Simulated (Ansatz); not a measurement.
C4H10O can be A, `CC(C)CO`, or B, `CCOCC`.

Gas-phase electronic energies from Ansatz, PBE0-D4/def2-TZVP geometries. CCSD(T)/CBS adds triple-zeta CCSD(T) − MP2 to the extrapolated MP2 energy (def2 sets, frozen cores). Functionals use def2-TZVPP. B3LYP here is the variant with VWN-RPA as its local correlation; programs differ in this. Each species was taken in one conformer, which may not be the lowest.

Which isomer does CCSD(T)/CBS put lower? Give the gap. (Estimate.)

Ansatz gave: A, by 9.1 kcal/mol.

Give E(B) − E(A) in kcal/mol with PBE0-D4, B3LYP, CCSD/def2-TZVPP, CCSD(T)/def2-TZVPP, MP2/def2-TZVPP, ωB97M-V, r2SCAN-D4. (An estimate is asked.)

Computed: PBE0-D4 8.1, B3LYP 5.7, CCSD/def2-TZVPP 8.5, CCSD(T)/def2-TZVPP 8.7, MP2/def2-TZVPP 9.9, ωB97M-V 8.2, r2SCAN-D4 7.6. None reverses the order clearly.

Largest T1 diagnostic: 0.010.

The D4 term adds +0.9 kcal/mol with B3LYP and +0.5 kcal/mol with PBE0; it sums over pairs of atoms, weighted by their polarisabilities, and B3LYP, whose exchange is more repulsive, gets the larger term. In def2-TZVPP, CCSD(T) changes the Hartree–Fock value by +3.4 kcal/mol (the triples alone add +0.2 kcal/mol) and MP2 by +4.6 kcal/mol.
